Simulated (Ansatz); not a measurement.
**Structure relaxation of PbF2**

The calculation used DFT PBE, scalar-relativistic, plane waves, PAW (Ansatz 0.2.0). Cutoff 420 eV, Γ-centred k mesh, Gaussian smearing, no spin polarisation in the final step.

The start is a database structure of PbF2, space group Fm-3m (No. 225).

```xyz
3
Lattice="0.0000 2.9579 2.9579 2.9579 0.0000 2.9579 2.9579 2.9579 0.0000" Properties=species:S:1:pos:R:3 pbc="T T T"
Pb    0.0000    0.0000    0.0000
F     4.4369    4.4369    4.4369
F     1.4790    1.4790    1.4790
```

Steps on the 8×8×8 mesh (3 atoms). 5 of 7 steps are shown, and the free energy counts from the last. Trial steps that were taken back and renewals of the plane-wave basis can be among the rows.

| step | ΔF (meV/atom) | V (Å³/atom) | P (GPa) |
| --- | --- | --- | --- |
| 1 | 7.1 | 17.25 | 3.15 |
| 2 | 8.8 | 18.53 | -2.38 |
| 3 | 2.7 | 17.96 | -0.12 |
| 5 | 0.0 | 17.93 | 0.29 |
| 7 | 0.0 | 18.00 | 0.04 |

A final relaxation ran on a 8×8×8 mesh. The relaxed crystal, Fm-3m (No. 225):

```
Pb F
1.0
     0.00000    2.99985    2.99985
     2.99985    0.00000    2.99985
     2.99985    2.99985    0.00000
Pb F
1 2
Direct
  0.00000 0.00000 0.00000
  0.75000 0.75000 0.75000
  0.25000 0.25000 0.25000
```

For PbF2, the volume per atom is 18.00 Å³. The density is 7.54 g/cm³ and the energy over the elements is -2.371 eV/atom. The gap on the 8×8×8 mesh is 4.42 eV.

Energies over the elements count from the elements' standard structures at the same level (F₂ as a molecule), with no empirical corrections.

The final run used a 8×8×8 mesh on its 3-atom cell and 0.02 eV smearing. Spin–orbit coupling is left out.

Symmetry constrained the relaxation, so the result can be a saddle point.

Cost: 2 runs of about 0.23 core-minutes in all, on Arm Neoverse V1 (shared hosts).